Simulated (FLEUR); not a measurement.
# PtSe2 (Sudovikovite) (P-3m1) in FLEUR: further runs, part 2 of 2

FLEUR MaX-R8.1 (later development tree). The steps go on from the part before.

## 3. Band structure, LDA (von Barth-Hedin)

Changes to inp.xml since step 2:

```diff
@@ -6,8 +6,8 @@
    <calculationSetup>
-      <cutoffs Kmax="4.37" Gmax="13.5" GmaxXC="13.5" numbands="150"/>
+      <cutoffs Kmax="4.37" Gmax="13.5" GmaxXC="13.5" numbands="0"/>
       <scfLoop itmax="60" minDistance="0.00001" maxIterBroyd="15" imix="Anderson" alpha="0.05" precondParam="0.0" spinf="2.0" sdNocoIR="T"/>
       <coreElectrons ctail="T" frcor="F" kcrel="0" coretail_lmax="0"/>
-      <xcFunctional name="wc" relativisticCorrections="F"/>
+      <xcFunctional name="bh" relativisticCorrections="F"/>
       <magnetism jspins="1"/>
-      <soc l_soc="T" theta="0.0" phi="0.0" spav="F"/>
+      <soc l_soc="F" theta="0.0" phi="0.0" spav="F"/>
       <expertModes spex="0" secvar="F"/>
```

File crystal.txt:

```
PtSe2
&input cartesian=F /
3.7240000000  0.0000000000  0.0000000000
-1.8620000000  3.2250786037  0.0000000000
0.0000000000  0.0000000000  5.0620000000
1.8897261246
1.0 1.0 1.0

3
78 0.0000000000  0.0000000000  0.0000000000
34 0.6666666667  0.3333333333  0.7500000000
34 0.3333333333  0.6666666667  0.2500000000

&kpt div1=8 div2=8 div3=5 gamma=T /
```

Changes to inp.xml (bands) since step 2:

```diff
@@ -6,8 +6,8 @@
    <calculationSetup>
-      <cutoffs Kmax="4.37" Gmax="13.5" GmaxXC="13.5" numbands="150"/>
+      <cutoffs Kmax="4.37" Gmax="13.5" GmaxXC="13.5" numbands="0"/>
       <scfLoop itmax="60" minDistance="0.00001" maxIterBroyd="15" imix="Anderson" alpha="0.05" precondParam="0.0" spinf="2.0" sdNocoIR="T"/>
       <coreElectrons ctail="T" frcor="F" kcrel="0" coretail_lmax="0"/>
-      <xcFunctional name="wc" relativisticCorrections="F"/>
+      <xcFunctional name="bh" relativisticCorrections="F"/>
       <magnetism jspins="1"/>
-      <soc l_soc="T" theta="0.0" phi="0.0" spav="F"/>
+      <soc l_soc="F" theta="0.0" phi="0.0" spav="F"/>
       <expertModes spex="0" secvar="F"/>
```

Potentials or basis: all-electron, FLAPW.

Started as:

```bash
inpgen -f crystal.txt -profile fastHighL
# inp.xml edited to the form shown
fleur_MPI
fleur_MPI   # second run, on inp.xml (bands)
```

It took 2 min on 1 thread of Arm Neoverse V1, shared host; peak memory 0.08 GiB.

It converged, with:

```yaml
Free_energy: -633836.0814 eV
Band_gap_along_the_path: none (metal or under the smearing width)
Valence_electrons_inside_the_program's_atomic_spheres: Pt 16.49; Se 12.86 (radii Pt 2.46, Se 1.9 bohr)
```

Levels at the corners of the path, in eV from the Fermi level:
```tsv
point	band 23	band 24	band 25	band 26	band 27	band 28
Γ	-1.08	-1.08	0.38	1.44	1.44	3.50
M	-3.51	-3.44	-3.01	0.61	2.33	4.72
K	-2.70	-1.84	-1.84	-0.04	-0.04	3.98
Γ	-1.08	-1.08	0.38	1.44	1.44	3.50
A	-1.75	-1.52	-1.52	2.28	2.28	4.71
L	-3.24	-2.86	-1.40	0.96	1.46	4.48
H	-3.68	-2.52	-2.52	1.97	1.97	6.46
A	-1.75	-1.52	-1.52	2.28	2.28	4.71
L	-3.24	-2.86	-1.40	0.96	1.46	4.48
M	-3.51	-3.44	-3.01	0.61	2.33	4.72
K	-2.70	-1.84	-1.84	-0.04	-0.04	3.98
H	-3.68	-2.52	-2.52	1.97	1.97	6.46
```

Core levels (eV from the Fermi level):
| atom | levels |
| --- | --- |
| 1 Pt | 1s1/2 -78249.6, 2s1/2 -13735.5, 2p1/2 -13167.2, 2p3/2 -11439.9, 3s1/2 -3224.1, 3p1/2 -2968.8, 3p3/2 -2589.1, 4s1/2 -690.5, 3d3/2 -2163.0, 3d5/2 -2081.1, 4p1/2 -582.3, 4p3/2 -491.6, 4d3/2 -314.1, 4d5/2 -297.2, 4f5/2 -70.2, 4f7/2 -66.7 |
| 2 Se | 1s1/2 -12474.5, 2s1/2 -1599.0, 2p1/2 -1435.4, 2p3/2 -1393.7, 3s1/2 -207.7, 3p1/2 -151.8, 3p3/2 -145.9 |
| 3 Se | 1s1/2 -12474.5, 2s1/2 -1599.0, 2p1/2 -1435.4, 2p3/2 -1393.7, 3s1/2 -207.7, 3p1/2 -151.8, 3p3/2 -145.9 |

Caveat: spin-orbit coupling is left out, which moves the levels of the heavy elements.

## 4. Equation of state, LDA (von Barth-Hedin), 19.05 Å³/atom (volume scaled by 0.94)

Changes to inp.xml since step 3:

```diff
@@ -6,3 +6,3 @@
    <calculationSetup>
-      <cutoffs Kmax="4.37" Gmax="13.5" GmaxXC="13.5" numbands="0"/>
+      <cutoffs Kmax="4.49" Gmax="13.9" GmaxXC="13.9" numbands="0"/>
       <scfLoop itmax="60" minDistance="0.00001" maxIterBroyd="15" imix="Anderson" alpha="0.05" precondParam="0.0" spinf="2.0" sdNocoIR="T"/>
@@ -24,3 +24,3 @@
       <xi:include xmlns:xi="http://www.w3.org/2001/XInclude" href="sym.xml"> </xi:include>
-      <bulkLattice scale="1.0">
+      <bulkLattice scale="0.9795861087">
          <bravaisMatrix>
@@ -34,3 +34,3 @@
       <species name="Platinum (Pt)" element="Pt" atomicNumber="78">
-         <mtSphere radius="2.46" gridPoints="813" logIncrement="0.016"/>
+         <mtSphere radius="2.39" gridPoints="813" logIncrement="0.016"/>
          <atomicCutoffs lmax="10" lnonsphr="8"/>
@@ -51,3 +51,3 @@
       <species name="Selenium (Se)" element="Se" atomicNumber="34">
-         <mtSphere radius="1.9" gridPoints="629" logIncrement="0.019"/>
+         <mtSphere radius="1.85" gridPoints="629" logIncrement="0.019"/>
          <atomicCutoffs lmax="8" lnonsphr="6"/>
```

Started as:

```bash
inpgen -f crystal.txt -profile fastHighL
# inp.xml edited to the form shown
fleur_MPI
```

It took 1.9 min on 1 thread of Arm Neoverse V1, shared host; peak memory 0.08 GiB.

Results (log left out):

| Item | Value |
| --- | --- |
| Free energy | -633835.9775 eV |
| Band gap on the k mesh | none (metal or under the smearing width) |
| Valence electrons inside the program's atomic spheres | Pt 16.31; Se 12.70 (radii Pt 2.39, Se 1.85 bohr) |

Caveat: the plane-wave cutoff is short for the semicore states, which can make moduli rough.

## 5. Equation of state, LDA (von Barth-Hedin), 19.45 Å³/atom (volume scaled by 0.96)

Changes to inp.xml since step 4:

```diff
@@ -24,3 +24,3 @@
       <xi:include xmlns:xi="http://www.w3.org/2001/XInclude" href="sym.xml"> </xi:include>
-      <bulkLattice scale="0.9795861087">
+      <bulkLattice scale="0.9864848297">
          <bravaisMatrix>
```

Started as:

```bash
inpgen -f crystal.txt -profile fastHighL
# inp.xml edited to the form shown
fleur_MPI
```

Wall time 2 min (1 thread of Arm Neoverse V1, shared host); peak memory 0.09 GiB.

It converged, with:

```
Free energy                                           : -633836.0256 eV
Band gap on the k mesh                                : none (metal or under the smearing width)
Valence electrons inside the program's atomic spheres : Pt 16.27; Se 12.69 (radii Pt 2.39, Se 1.85 bohr)
```

Caveat: the plane-wave cutoff is short for the semicore states, which can make moduli rough.

## 6. Equation of state, LDA (von Barth-Hedin), 20.27 Å³/atom

Changes to inp.xml since step 5:

```diff
@@ -24,3 +24,3 @@
       <xi:include xmlns:xi="http://www.w3.org/2001/XInclude" href="sym.xml"> </xi:include>
-      <bulkLattice scale="0.9864848297">
+      <bulkLattice scale="1.0000000000">
          <bravaisMatrix>
```

Potentials or basis: all-electron, FLAPW.

Started as:

```bash
inpgen -f crystal.txt -profile fastHighL
# inp.xml edited to the form shown
fleur_MPI
```

It took 2.2 min on 1 thread of Arm Neoverse V1, shared host; peak memory 0.09 GiB.

The run converged. Its results:

| Item | Value |
| --- | --- |
| Free energy | -633836.0513 eV |
| Band gap on the k mesh | none (metal or under the smearing width) |
| Valence electrons inside the program's atomic spheres | Pt 16.20; Se 12.67 (radii Pt 2.39, Se 1.85 bohr) |

Caveat: the plane-wave cutoff is short for the semicore states, which can make moduli rough.

## 7. Equation of state, LDA (von Barth-Hedin), 21.08 Å³/atom (volume scaled by 1.04)

Changes to inp.xml since step 6:

```diff
@@ -24,3 +24,3 @@
       <xi:include xmlns:xi="http://www.w3.org/2001/XInclude" href="sym.xml"> </xi:include>
-      <bulkLattice scale="1.0000000000">
+      <bulkLattice scale="1.0131594038">
          <bravaisMatrix>
```

Started as:

```bash
inpgen -f crystal.txt -profile fastHighL
# inp.xml edited to the form shown
fleur_MPI
```

Run time: 2.4 min. Hardware: 1 thread of Arm Neoverse V1, shared host; peak memory 0.09 GiB.

It converged, with:

```
Free energy                                           : -633835.9952 eV
Band gap on the k mesh                                : none (metal or under the smearing width)
Valence electrons inside the program's atomic spheres : Pt 16.14; Se 12.66 (radii Pt 2.39, Se 1.85 bohr)
```

Caveat: the plane-wave cutoff is short for the semicore states, which can make moduli rough.

## 8. Equation of state, LDA (von Barth-Hedin), 21.48 Å³/atom (volume scaled by 1.06)

Changes to inp.xml since step 7:

```diff
@@ -24,3 +24,3 @@
       <xi:include xmlns:xi="http://www.w3.org/2001/XInclude" href="sym.xml"> </xi:include>
-      <bulkLattice scale="1.0131594038">
+      <bulkLattice scale="1.0196128224">
          <bravaisMatrix>
```

Started as:

```bash
inpgen -f crystal.txt -profile fastHighL
# inp.xml edited to the form shown
fleur_MPI
```

It took 2.5 min on 1 thread of Arm Neoverse V1, shared host; peak memory 0.09 GiB.

The run converged. Its results:

```yaml
Free_energy: -633835.9410 eV
Band_gap_on_the_k_mesh: none (metal or under the smearing width)
Valence_electrons_inside_the_program's_atomic_spheres: Pt 16.11; Se 12.65 (radii Pt 2.39, Se 1.85 bohr)
```

Caveat: the plane-wave cutoff is short for the semicore states, which can make moduli rough.

## 9. Equation of state, LDA (von Barth-Hedin)

Potentials or basis: all-electron, FLAPW.

This step only gathers the single runs of the series.

What came out:

```
Equilibrium volume                        : 20.09 Å³/atom
Bulk modulus at fixed shape and positions : 138 GPa
```

Energy against volume, from the lowest point:
| volume (Å³/atom) | energy (meV/atom) |
| --- | --- |
| 19.049 | 24.62 |
| 19.455 | 8.58 |
| 20.265 | 0.00 |
| 21.076 | 18.71 |
| 21.481 | 36.77 |

Caveat: the plane-wave cutoff is short for the semicore states, which can make moduli rough; the cell was scaled at fixed shape and fractional positions, which overstates the stiffness of a crystal with free parameters, most of all of layers and chains.
